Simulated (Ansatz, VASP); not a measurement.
This is a calculation of C for Ansatz 0.2.0. 

Contents of input.yaml:

```yaml
crystal:
  lattice:
    - [0.0, 1.78337, 1.78337]
    - [1.78337, 0.0, 1.78337]
    - [1.78337, 1.78337, 0.0]
  atoms:
    - { symbol: C, position: [0.75, 0.75, 0.75] }
    - { symbol: C, position: [0.5, 0.5, 0.5] }
hamiltonian:
  xc: revpbe
  pseudopotentials: { kind: paw }
kpoints:
  mp_grid: { grid: [13, 13, 13] }
scf:
  occupations: { method: fermi_dirac, width: 0.05 }
output:
  forces: true
  stress: true
relax:
  f_tol: 0.01
  max_steps: 40
  cell: { stress_tol: 0.05 }
```

Potentials or basis: Ansatz PAW.

The run is started by

```bash
$ ansatz run input.yaml --threads 2 --pin off --max-ram 5120MiB --backend cpu --events-out ev --progress --plain --runs-dir out
```

**Question.** Translate it to VASP 6.6.1. Potentials or basis there: PBE PAW files C, 600 eV.

**Answer.** As run (cutoffs and basis follow the program's own potentials, and thresholds, step limits or extra output files can differ):

File INCAR:

```
PREC     = Accurate       # precision mode
ENCUT    = 600            # plane-wave cutoff, eV
EDIFF    = 1E-7           # SCF threshold, eV
ISMEAR   = -1             # smearing method
SIGMA    = 0.05           # smearing width, eV
LREAL    = False          # projectors in reciprocal space
LASPH    = True           # aspherical terms in the spheres
NELM     = 60             # most SCF steps
ALGO     = Normal         # electronic algorithm
ISIF     = 3              # what is computed and relaxed
LWAVE    = False          # write WAVECAR
LCHARG   = False          # write CHGCAR
GGA      = RE             # functional
IBRION   = 2              # ionic algorithm
NSW      = 40             # ionic steps
EDIFFG   = -0.02          # ionic threshold
```

File KPOINTS:

```
Automatic mesh
0
Gamma
  13 13 13
```

File POSCAR:

```
C
1.0
    0.0000000000      1.7833700000      1.7833700000
    1.7833700000      0.0000000000      1.7833700000
    1.7833700000      1.7833700000      0.0000000000
C
2
Direct
    0.7500000000      0.7500000000      0.7500000000
    0.5000000000      0.5000000000      0.5000000000
```

Potentials or basis: VASP PAW PBE potentials, release 64 (C).

Run with:

```bash
$ cat potpaw_PBE.64/C/POTCAR > POTCAR
$ mpirun -np 1 vasp_std > vasp.out
```

Both were run:

|  | Ansatz | VASP |
| --- | --- | --- |
| Relaxed volume | 5.76 Å³/atom | 5.75 Å³/atom |
| Relaxed cell | a = 2.535 Å, b = 2.535 Å, c = 2.535 Å, α = 60.00°, β = 60.00°, γ = 60.00° | a = 2.534 Å, b = 2.534 Å, c = 2.534 Å, α = 60.00°, β = 60.00°, γ = 60.00° |
| Space group after relaxing | Fd-3m (No. 227) | Fd-3m (No. 227) |
| Pressure after relaxing | 0.0 GPa | 0.0 GPa |

Ansatz's pressure holds a Pulay term of +0.91 GPa for its cutoff of 420 eV, which the other run lacks.

Ansatz's potentials were made for PBE. VASP's potentials were made for PBE.

Where Ansatz's input types no cutoff or centring, it takes its own default and a Γ-centred mesh.

Pressure is positive in compression.
